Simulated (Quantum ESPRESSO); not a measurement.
Bi:

```
Bi
1.0
     2.26750    1.30914    3.93800
    -2.26750    1.30914    3.93800
     0.00000   -2.61828    3.93800
Bi
2
Direct
  0.76600 0.76600 0.76600
  0.23400 0.23400 0.23400
```

```yaml
Program: Quantum ESPRESSO 7.5
Task: relaxation of cell and atoms
Functional: PBEsol
Dispersion: rVV10
Potentials_or_basis: PseudoDojo 0.4.1 SR PBEsol standard
Cutoff: 898 eV
Density_cutoff: 3592 eV
k_mesh: 6 × 6 × 6
Occupations: fermi-dirac, width 0.05 eV
Spin: no spin polarisation
```

At the start: pressure -2.2 GPa; volume 35.07 Å³/atom.

Problem. Where does the relaxation end?

Solution. Over 10 steps the energy falls by 15.9 meV/atom and the volume is 33.09 Å³/atom (-5.6 %); space group R-3m (No. 166, to 0.05 Å).

Step by step:
```csv
step,energy change (eV),largest force (eV/Å),pressure (GPa),volume (Å³)
1,0.0000,0.0939,-2.19,70.14
2,-0.0088,0.1270,-1.73,69.42
3,-0.0248,0.2300,0.28,66.60
4,-0.0262,0.1988,0.21,66.60
5,-0.0311,0.0057,0.04,66.22
6,-0.0312,0.0093,0.00,66.23
7,-0.0314,0.0224,-0.04,66.23
8,-0.0316,0.0305,-0.07,66.22
9,-0.0317,0.0237,-0.06,66.20
10,-0.0318,0.0086,-0.02,66.18
```

Final structure:
```
Bi
1.0
     2.23825    1.29226    3.81359
    -2.23825    1.29226    3.81359
     0.00000   -2.58451    3.81359
Bi
2
Direct
  0.76251 0.76251 0.76251
  0.23749 0.23749 0.23749
```

Caveat: rVV10's parameter b was fitted to another functional.
